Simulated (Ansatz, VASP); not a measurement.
KF in VASP and in Ansatz

```xyz
2
Lattice="0.0848 2.6655 2.6655 2.6655 0.0848 2.6655 2.6655 2.6655 0.0848" Properties=species:S:1:pos:R:3 pbc="T T T"
K     0.0000    0.0000    0.0000
F     2.7079    2.7079    2.7079
```

Alike in both runs: task single point; functional LDA; k mesh 8 × 8 × 8; occupations gaussian, width 0.05 eV; no spin polarisation.

|  | VASP | Ansatz |
| --- | --- | --- |
| version | VASP 6.6.1 | Ansatz 0.2.0 |
| potentials or method | VASP PAW LDA potentials, release 64 (K_sv, F) | scalar-relativistic, plane waves, PAW |
| plane-wave cutoff (eV) | 520 | 520 |
| valence electrons in the cell | 16 | 16 |

VASP gave:

| Item | Value |
| --- | --- |
| gap on the k mesh at the Fermi level (eV) | 6.06 |
| least direct gap on the mesh (eV) | 6.06 |
| pressure (GPa) | -1.7 |
| largest component of the traceless stress (GPa) | 0.51 |

Question: What did Ansatz give for the same quantities?

Answer: gap on the k mesh at the Fermi level (eV): 6.07; least direct gap on the mesh (eV): 6.07; pressure (GPa): -1.9; largest component of the traceless stress (GPa): 0.52.

A k mesh can miss the band edges.
